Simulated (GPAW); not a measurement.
Runs of GPAW 26.7.0 on Al2O3. It takes space group Pnnm (No. 58, orthorhombic). The conventional cell has a = 4.614 Å, b = 9.563 Å, c = 3.120 Å, α = 90.00°, β = 90.00°, γ = 90.00°. Al (site symmetry m) is surrounded by 4 O at 1.68 to 1.82 Å. Around O (site symmetry 2/m) lie 2 Al at 1.68 Å. Around O (site symmetry m) lie 3 Al at 1.82 Å. Measurements of this composition are mostly on another form, of space group No. 167.

| task | level | potentials or basis | k mesh | cutoff (eV) | smearing | mixer | eigensolver | band path | band points | mesh quality | gap on the mesh (eV) | pressure (GPa) | V0 of scaled cells (Å³/atom) | B0 (GPa) | largest force (eV/Å) |
| --- | --- | --- | --- | --- | --- | --- | --- | --- | --- | --- | --- | --- | --- | --- | --- |
| electron localisation function | LDA | PAW data sets generated in the run's folder for this functional, pw | 3 × 2 × 5 | 680 | fermi-dirac 0.01 eV | pulay beta=0.02 nmaxold=8 weight=100.0 | davidson niter=2 | - | - | coarse | 3.40 | -5.9 | - | - | 0.17 |
| band structure | LDA | the program's PAW data sets (release 1.2.1) made for this functional, pw | 5 × 3 × 7 | 800 | fermi-dirac 0.05 eV | - | - | GXSYGZURTZ,YT,UX,SR | 60 | not flagged | 3.40 | -4.7 | - | - | 0.17 |
| band structure | LDA | the program's PAW data sets (release 1.2.1) made for this functional, pw | 4 × 2 × 6 | 800 | fermi-dirac 0.05 eV | - | - | GXSYGZURTZ,YT,UX,SR | 60 | not flagged | 3.40 | -4.7 | - | - | 0.17 |
| equation of state | LDA | the program's PAW data sets (release 1.2.1) made for this functional, pw | 4 × 2 × 6 | 800 | fermi-dirac 0.05 eV | - | - | - | - | not flagged | - | - | 13.35 | (b) | - |
| band structure | PBEsol | PAW data sets generated in the run's folder for this functional, pw | 4 × 2 × 6 | 800 | fermi-dirac 0.05 eV | - | - | GXSYGZURTZ,YT,UX,SR | 60 | not flagged | 3.46 | -0.8 | - | - | 0.18 |
| band structure | PBEsol | PAW data sets generated in the run's folder for this functional, pw | 5 × 3 × 7 | 800 | fermi-dirac 0.05 eV | - | - | GXSYGZURTZ,YT,UX,SR | 60 | not flagged | 3.46 | -0.8 | - | - | 0.18 |
| band structure | r2SCAN | GPAW PAW data sets (gpaw-data 1.2.1), pw | 4 × 2 × 6 | 800 | fermi-dirac 0.05 eV | - | - | GXSYGZURTZ,YT,UX,SR | 60 | not flagged | 4.17 | (a) | - | - | (c) |
| equation of state | PBEsol | PAW data sets generated in the run's folder for this functional, pw | 4 × 2 × 6 | 800 | fermi-dirac 0.05 eV | - | - | - | - | not flagged | - | - | 13.70 | 150 | - |

Alike in all rows: no spin polarisation; cell as given.

Task: Fill in the values left out.

Result: (a) -2.6; (b) 159; (c) 0.21.

Caveats: some runs use coarse meshes; the cell was scaled at fixed shape and fractional positions, which overstates the stiffness of a crystal with free parameters, most of all of layers and chains (some runs); the cutoff is short for stress and forces, so pressures can be off by a GPa or more (some runs); an odd mesh through Γ misses points on the zone boundary, where band edges often lie (some runs); the PAW data sets were made with another functional, which shifts forces and pressure a little (some runs).

Not every run made on this cell is shown here.
